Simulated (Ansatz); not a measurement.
The cell is COD entry 1537878, as deposited and not checked against the literature; nothing was relaxed.

Input and log of a run on Mg2Sn: DFT, PBE, all-electron LAPW, scalar-relativistic (Ansatz 0.2.0).

Command: `ansatz run input.yaml --threads 1 --pin off --max-ram 3072MiB --backend cpu --events-out ev --progress --plain --runs-dir out` The run took about 35 s on 1 thread of a shared machine.

```yaml
crystal:
  lattice:
    - [0.0, 3.3795, 3.3795]
    - [3.3795, 0.0, 3.3795]
    - [3.3795, 3.3795, 0.0]
  atoms:
    - { symbol: Mg, position: [0.25, 0.25, 0.25] }
    - { symbol: Mg, position: [0.75, 0.75, 0.75] }
    - { symbol: Sn, position: [0.0, 0.0, 0.0] }
kpoints:
  mp_grid: { grid: [11, 11, 11] }
  band_path:
    path:
      - [0.0, 0.0, 0.0]
      - [0.5, 0.0, 0.5]
      - [0.625, 0.25, 0.625]
      - [0.375, 0.375, 0.75]
      - [0.0, 0.0, 0.0]
      - [0.5, 0.5, 0.5]
      - [0.5, 0.25, 0.75]
      - [0.5, 0.0, 0.5]
    npoints: 14
scf:
  occupations: { method: fermi_dirac, width: 0.08 }
hamiltonian:
  xc: pbe
  pseudopotentials: { kind: all_electron, lapw: { basis_error: 0.0005 } }
output:
  forces: true
  stress: true
  eigenvalues: true
  populations: true
  dos: { projected: true, de: 0.2, e_range: [-14, 8] }
```

The log:

```
Mg: projections on atomic orbitals take those of the free atom 1s2 2s2 2p6 3s2, of charge +0.00 (hamiltonian.pseudopotentials.projection_atoms)
Sn: projections on atomic orbitals take those of the free atom 1s2 2s2 2p6 3s2 3p6 3d10 4s2 4p6 4d10 5s2 5p2, of charge +0.00 (hamiltonian.pseudopotentials.projection_atoms)
LAPW: plane waves up to 7.206 Å⁻¹, error target 5.0e-4 eV per atom; small_component_spin mean_spin; Mg in spheres of 1.327 Å, 10 of its electrons in bands, Dirac shells []; Sn in spheres of 1.600 Å, 22 of its electrons in bands, Dirac shells []
Engine: ansatz 0.2.0
Pseudopotentials: kind: all_electron
Pseudopotential: Mg, LAPW, valence charge 10, Koelling and Harmon's equation, gaussian nucleus
Pseudopotential: Sn, LAPW, valence charge 22, Koelling and Harmon's equation, gaussian nucleus
Functional definition: PBE
  parameter kappa = 0.804
  parameter beta = 0.06672455060314922
  exchange = pbe_x(kappa = kappa, mu = beta*pi^2/3)
  correlation = pbe_c(beta = beta)
Crystal: 3 atoms, lattice volume = 77.195 Å³
Basis set: ecut = 197.85151078899148 eV, 531 PW (Γ), exchange–correlation at level 2
Bands: 26, of which v1, the nominal top of the filled ones, is band 21 counted from 1 (20 counted from 0)
Symmetry: 48 space group operations
Space group: Fm-3m (ITA 225), of the structure as read, at distance tolerance 4.3e-5 Å
k-points: 56 of 1331
Non-local potential: Mg, projectors of the file, none
Non-local potential: Sn, projectors of the file, none
Initial density: superposition of atomic densities (chi_scale 0.1, normalization cell, long waves kept (reshape's long-wave potential 0.00 eV rms))
Initial wavefunctions: plane waves of lowest kinetic energy (no species holds an atomic orbital)
Functional: x = pbe(κ = 0.804, μ = 0.2195149727645171), c = pbe(β = 0.06672455060314922)
iter 1 solved again at ethr=2.35e-3 eV; its pass at ethr=1.00e-1 eV (dr2=9.87e-1 eV) is discarded
SCF iter   1: F=—  HF=-178993.048504 eV  |F-HF|=—  |Δ(HF+E_count)|=         —  Δρ=2.25e-2  dr2=9.88e-1  ethr=2.35e-3  ⟨swp⟩=2.0  Hψ=9826  notcnv=0
preconditioner: auto → none  [insulator: Δε(μ)=0.357 eV  Ē_g=7.509 eV  σ=0.080 eV  W_gap=0.80  n_scr=14 (ndim 8)  ℏωp=12.0 eV  f_vac=0.020  D(μ)=0.05/eV (n_scr^D=0)  ε∞_Penn≈3.5]
iter 2 solved again at ethr=1.08e-4 eV; its pass at ethr=2.35e-3 eV (dr2=4.55e-2 eV) is discarded
SCF iter   2: F=—  HF=-178992.785903 eV  |F-HF|=—  |Δ(HF+E_count)|=   2.63e-1  Δρ=6.21e-3  dr2=4.55e-2  ethr=1.08e-4  ⟨swp⟩=2.0  Hψ=7424  notcnv=0
SCF iter   3: F=—  HF=-178992.779340 eV  |F-HF|=—  |Δ(HF+E_count)|=         —  Δρ=2.34e-3  dr2=7.45e-3  ethr=1.08e-4  ⟨swp⟩=2.0  Hψ=4163  notcnv=0
the basis was enlarged: its passes take 148.9 KiB over the memory plan, 1 of 1 planned eigensolver slots
SCF iter   4: F=—  HF=-178992.778927 eV  |F-HF|=—  |Δ(HF+E_count)|=   4.14e-4  Δρ=5.61e-4  dr2=1.86e-4  ethr=1.77e-5  ⟨swp⟩=2.0  Hψ=4165  notcnv=0  defer=1
SCF iter   5: F=—  HF=-178992.778983 eV  |F-HF|=—  |Δ(HF+E_count)|=   5.67e-5  Δρ=8.14e-5  dr2=6.69e-6  ethr=4.42e-7  ⟨swp⟩=3.0  Hψ=4323  notcnv=0
SCF iter   6: F=—  HF=-178992.778990 eV  |F-HF|=—  |Δ(HF+E_count)|=   6.40e-6  Δρ=1.02e-5  dr2=1.06e-7  ethr=1.59e-8  ⟨swp⟩=3.0  Hψ=4369  notcnv=0
SCF iter   7: F=-178992.778990 eV  HF=-178992.778990 eV  |F-HF|=9.63e-9  |Δ(HF+E_count)|=   5.10e-8  Δρ=2.25e-6  dr2=4.18e-9  ethr=2.52e-10  ⟨swp⟩=3.1  Hψ=4409  notcnv=0
SCF 1 converged in 7 iterations: F = -178992.778990 eV  dr2 = 4.18e-9
NSCF: frozen V_eff on 99 k-points
SCF converged after 7 iterations
Free energy (F): -178992.778990 eV
Harris-Foulkes:  -178992.778990 eV  (|F-HF|=9.63e-9)
Internal energy: -178992.772286 eV  (E = F + TS)
E sigma→0 (E₀):  -178992.775638 eV
Entropy (-TS):   -0.006704 eV (-2.235 meV/atom)
Fermi energy:    7.900799 eV
--- Per-component energies (eV) ---
  E_band       = -1499.138152
  E_kinetic    = 187702.624611
  E_xc         = -5393.896818
  E_electrostatic = -361301.500080  (all electrons and nuclei)
  E_smearing   = -0.006704  (= −TS)
  E_closure    = 0.000000  (closes the sum)
  E_atoms      = -178985.389206  (free atoms, spherical and without spin; not in F)
  Σ components = -178992.778990   (vs F -178992.778990, Δ=0.00e0)
  Basis errors (estimates in eV, not in F): energy 1.9e-4 per atom: plane waves 1.7e-4 (9.7e-5 summed), levels above the bands 2.4e-26, relativity 4.5e-9, radial functions 1.7e-5, core shells 5.2e-10; eigenvalues (radial functions only) 6.4e-7; not estimated: angular momenta, meshes, grids; target (lapw.basis_error) 5.0e-4; muffin-tin radii Mg 1.327 Å, Sn 1.600 Å
--- Forces (eV/Å), atoms counted from 1 ---
  atom   1  Mg    -0.00000000    -0.00000000     0.00000000
  atom   2  Mg    -0.00000000     0.00000000     0.00000000
  atom   3  Sn     0.00000000    -0.00000000    -0.00000000
  max |Σ_I F_I| component: 1.27e-17 eV/Å
--- Stress (GPa, compression-positive) ---
        1.089732      -0.000000       0.000000
       -0.000000       1.089732       0.000000
        0.000000       0.000000       1.089732
  P = ⅓ Tr σ = 1.0897 GPa (10.897 kbar)
--- Band table (eV; the first three rows and the last of 56) ---
  k-point 0: bands = ["-121.0075", "-76.7856", "-76.7856", "-76.7856", "-68.6037", "-68.6025", "-35.3623", "-35.3623", "-35.3623", "-35.3552", "-35.3552", "-35.3552", "-13.0441", "-13.0441", "-13.0441", "-13.0065", "-13.0065", "-1.1823", "7.9295", "7.9295", "7.9295", "9.3546", "10.0801", "10.0801", "10.0801", "11.9734"]
  k-point 1: bands = ["-121.0075", "-76.7856", "-76.7856", "-76.7856", "-68.6037", "-68.6026", "-35.3621", "-35.3621", "-35.3621", "-35.3554", "-35.3553", "-35.3553", "-13.0441", "-13.0439", "-13.0439", "-13.0065", "-13.0065", "-1.1148", "7.1090", "7.8202", "7.8202", "9.5524", "10.2508", "10.2508", "10.4496", "12.4528"]
  k-point 2: bands = ["-121.0075", "-76.7856", "-76.7856", "-76.7856", "-68.6036", "-68.6026", "-35.3617", "-35.3617", "-35.3617", "-35.3558", "-35.3558", "-35.3558", "-13.0440", "-13.0432", "-13.0432", "-13.0064", "-13.0064", "-0.9175", "5.8748", "7.5889", "7.5889", "9.2412", "10.5439", "10.5439", "11.5524", "12.3069"]
  k-point 55: bands = ["-121.0075", "-76.7856", "-76.7856", "-76.7856", "-68.6031", "-68.6031", "-35.3635", "-35.3632", "-35.3594", "-35.3582", "-35.3544", "-35.3541", "-13.0434", "-13.0420", "-13.0377", "-13.0073", "-13.0047", "0.6037", "4.0315", "4.2224", "5.3898", "9.9559", "10.9689", "11.3344", "11.4718", "15.1213"]
--- Löwdin populations: 3 sites ---
  site symbol       q [e]
     0     Mg     10.7070
     1     Mg     10.7070
     2     Sn     52.2630
  spilling = 0.004364 (of n_electrons = 74.000000)
```
